## Six computed gaps beside measured ones

The page follows two sulfides, ZnS and CdS, and then Bi₂Te₃, which behaves differently. In the table, "computed less measured" is negative when the calculation gives too small a gap.

Band gaps of six crystals from FLEUR MaX-R8.1 (later development tree): all-electron FLAPW, Kohn-Sham DFT with the WC (Wu-Cohen) functional, without spin polarization or spin-orbit coupling, in the given cells without relaxation. Each computed gap is the distance between the highest filled and lowest empty levels on the listed k-mesh.

```tsv
formula	space group	volume of the given cell (Å³/atom)	potentials or basis	k-mesh	computed band gap (eV)	measured band gap (eV)	range of the values found (eV)	what was measured, and how	source	computed less measured (eV)
Sn	Fd-3m	33.80	all electron	7x7x7	0	0.092	one value	indirect gap (L conduction minimum to valence band top at Gamma), low temperature; electrical measurements; bulk crystal	arXiv:1406.0448 (2014)	-0.09
Bi2Te3	R-3m	33.87	all electron	7x7x7	0.23	0.15	0.13 to 0.175	experimental band gap, approximate, quoted from earlier work; not stated; bulk crystal	pmc:4990697 (2016)	0.08
P	Cmce	20.46	all electron	8x8x6	0.014	0.3	0.28 to 0.33	optical gap from infrared absorption edge; polarization-resolved infrared absorption; bulk crystal	arXiv:1505.07061 (2015)	-0.29
Bi2Se3	R-3m	28.38	all electron	8x8x8	0.127	0.35	0.215 to 0.47	direct optical gap from Tauc plot; FTIR absorption; film	pmc:10609111 (2023)	-0.22
CdS	F-43m	24.81	all electron	8x8x8	0.978	2.42	one value	optical gap from inflexion point of photoacoustic spectrum, as-grown film; photoacoustic spectroscopy; film	arXiv:cond-mat/9501125 (1995)	-1.44
ZnS	F-43m	19.73	all electron	9x9x9	1.944	3.75	3.54 to 3.85	direct optical gap from Tauc plot; UV-Vis absorption; film	pmc:6956951 (2017)	-1.81
```

### 1. Where does the calculation miss by most?

It misses by most in the two sulfides. The computed gap is too small by 1.8 eV in ZnS and by 1.4 eV in CdS, so that only about half or less of the measured gap is there. For ZnS the published values themselves differ by about 0.3 eV, far less than the error. A better choice among the measurements would therefore not remove it.

### 2. Why are the sulfide gaps too small?

Consider first the limit of a perfect functional. The measured fundamental gap is the cost of removing an electron from the crystal less the energy gained by adding one elsewhere. The Kohn-Sham gap is a difference between two orbital energies at a fixed number of electrons. When an electron is added, the exact potential jumps by a constant, the derivative discontinuity, and the orbital energies do not contain that jump. Even the perfect functional would thus usually give too small a Kohn-Sham gap.

The approximate functional adds a fault of its own. It places the filled d shell of zinc or cadmium too high in energy, too close to the sulfur p states. The two repel each other, which pushes the top of the valence band up and narrows the gap. Both causes are standard physics, but how the error divides between them is untested here.

The references are optical gaps, which are slightly reduced by the attraction between electron and hole, and also by temperature. Correcting them for both effects would make the shortfall larger.

### 3. Why does ZnS have a larger gap than CdS?

Start from orbitals that do not yet mix, with the two outer s electrons of the metal already handed to sulfur. The gap is then the distance from the filled sulfur p level up to the empty s level of the metal. Mixing with the deeper sulfur s states, which grows as the atoms approach, pushes the bottom of the conduction band up, because that state is antibonding. The top of the valence band moves less: bonding with the metal p states pulls it down, while repulsion from the filled d shell pushes it up. Shorter bonds therefore favour a wider gap. The bond is 2.34 Å long in ZnS and 2.53 Å in CdS, which fits the order of both the computed and the measured gaps.

### 4. Is the difference in bond length large enough to matter?

An estimate can be made from the response of ZnS to pressure. Its gap rises by roughly 0.06 eV per GPa, and its bulk modulus is roughly 77 GPa; both are rough, recalled values. The bulk modulus is the pressure needed per unit of relative compression. Their product, about 4.6 eV, is therefore the gap lost per unit increase in the natural logarithm of the volume.

From ZnS to CdS this logarithm grows by ln(24.81/19.73) ≈ 0.23, so the expected loss is 4.6 × 0.23 ≈ 1.1 eV. The calculation gives a loss of 0.97 eV and the measurements 1.33 eV. Bond length alone can thus produce a change of the right size.

The estimate has a clear limit. It stretches a law for small compressions over a large change in volume, and it treats cadmium as if it were swollen zinc. The close agreement with the computed loss should not be read as a measure of how little the change of metal matters.

### 5. Why is the gap of Bi₂Te₃ too large?

It is the only row with a positive error, and the cause most likely lies in a setting, though no run with that setting changed is given here. The calculation left out spin-orbit coupling, which is strong in an element as heavy as bismuth. With the coupling at zero, Bi₂Te₃ has an ordinary gap of 0.23 eV at Γ, the centre of the Brillouin zone. As the coupling is turned up to its real strength, the two band edges at Γ approach, cross and separate again in reversed order, and the smallest gap ends up away from Γ.

The computed and the measured gap thus lie on opposite sides of a crossing. Their difference does not measure the error of the functional, and its sign is no evidence that the functional overestimates gaps. The same holds for Bi₂Se₃, whose band edges are also inverted in reality. The order of the two compounds need not survive such a crossing either: the calculation gives Bi₂Te₃ the larger gap of the two, while the measurements give it the smaller one.

### 6. What would a finer k-mesh change?

It could matter most for phosphorus, where a small shift decides whether there is a gap at all. A mesh samples the bands at separate points. In an unchanged potential, a finer mesh that keeps the old points can only find the same gap or a smaller one. The computed 0.014 eV is already below the smearing width of 0.05 eV, so the safe reading is "close to zero". The cell is also about 8 % larger than a rough, recalled measured volume, so the error mixes geometry with the functional. The computed 0.127 eV of Bi₂Se₃ is also small enough that the gap may shrink or close between mesh points.

Tin is the opposite limit, in which no mesh that contains Γ would show a gap. Its uppermost occupied level at Γ is degenerate by symmetry and only partly filled, so valence and conduction bands touch there. The measured 0.092 eV is a different quantity: the height of the conduction minimum at another point, L, above the valence top. A zero is therefore the right answer for tin and should not be counted as a missed gap. It does not show whether the calculation places the minimum at L correctly, because a 7×7×7 mesh has no point at L.

### 7. Which digits can be trusted, and can one correction serve the whole table?

For the sulfides, the errors are good to a few tenths of an electronvolt. The error of ZnS exceeds that of CdS by 0.37 eV, but the ZnS references alone spread over 0.31 eV, and CdS rests on a single film. That difference deserves no explanation of its own.

A common correction fails. The mean error of the two sulfides is −1.6 eV; adding 1.6 eV to every computed gap would put Bi₂Te₃ at about 1.8 eV, against a measured 0.15 eV. The mean over all six rows, −0.63 eV, describes none of them, because it averages the usual shortfall of Kohn-Sham gaps with an omitted coupling, an uncertain cell and a reference of another kind. Before correcting a computed gap, one should therefore check that the calculation and the measurement refer to the same band edges in the same order.
